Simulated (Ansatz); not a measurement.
RuO₂:
```
RuO2
1.0
    4.52347     0.00000     0.00000
    0.00000     4.52347     0.00000
    0.00000     0.00000     3.12045
Ru O
2 4
Direct
  0.50000   0.50000   0.50000
  0.00000   0.00000   0.00000
  0.80571   0.19429   0.50000
  0.19429   0.80571   0.50000
  0.30571   0.30571   0.00000
  0.69429   0.69429   0.00000
```

Relaxed with PBE. Special points in fractions of this cell's reciprocal vectors: Γ (0.000, 0.000, 0.000); X (0.000, 0.500, 0.000); M (0.500, 0.500, 0.000); Z (0.000, 0.000, 0.500); R (0.000, 0.500, 0.500); A (0.500, 0.500, 0.500).

Task: List the band energies nearest the Fermi level at these points for DFT-PBE in the program Ansatz with PAW potentials.

Result: In eV from the Fermi level; about four levels below and three above (degenerate sets whole), none deeper than 8.9 eV; points with the same levels are listed once.

| k | below | above |
|---|---|---|
| Γ | -1.38 -1.29 -1.29 -0.86 | 1.46 1.71 4.47 4.47 |
| X | -0.48 -0.48 -0.31 -0.31 | 0.38 0.38 3.95 3.95 |
| M | -1.38 -1.38 -1.26 -1.26 | 0.81 0.81 3.42 3.42 |
| Z | -0.59 -0.59 -0.02 -0.02 | 0.86 0.86 3.04 3.04 |
| R | -1.65 -1.65 -0.53 -0.53 | 1.10 1.10 1.91 1.91 |
| A | -0.52 -0.52 -0.48 -0.48 | 0.22 0.22 3.00 3.00 |

Space group P4_2/mnm (rutile). The cell was relaxed with PBE under the symmetry of its start. No spin polarisation was allowed. Spin–orbit coupling is left out wherever it is not named.

Potentials: the earlier of the program's two PAW sets.
